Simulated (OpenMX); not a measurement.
Runs of OpenMX 3.8.5 on InPd. Symmetry: Fm-3m, No. 225, cubic system. Conventional cell: a = 5.418 Å, b = 5.418 Å, c = 5.418 Å, α = 90.00°, β = 90.00°, γ = 90.00°. In (site symmetry m-3m) has 6 Pd at 2.71 Å as nearest neighbours. Around Pd (site symmetry m-3m) lie 6 In at 2.71 Å. The cell was built by a generator and needn't be a form met in nature.

```csv
cell,gap on the mesh (eV),pressure (GPa)
"Fm-3m, 19.88 Å³/atom",none,6.6
"Fm-3m, 20.71 Å³/atom",none,(b)
"Fm-3m, 18.22 Å³/atom",none,(a)
"Fm-3m, 19.05 Å³/atom",none,12.0
"Fm-3m, 21.54 Å³/atom",none,-1.0
```

Alike in all rows: task single point; level PBE; potentials or basis OpenMX 2013 PBE set, In7.0-s3p2d2, Pd7.0-s3p2d2, grid cutoff 500 Ry; no spin polarisation; k mesh 7 × 7 × 7; smearing fermi-dirac 0.05 eV.

Problem. Fill in the values left out.

Solution. (a) 18.8; (b) 2.3.

Caveats: the basis has few d functions beyond the semicore shells, which can make volumes several per cent too large; the basis of atomic orbitals isn't converged, which shifts pressures, moduli and gaps.

A k mesh can miss the band edges, and the runs leave out spin-orbit coupling on In, Pd.

A gap of «none» marks a metal or a gap under the smearing width.
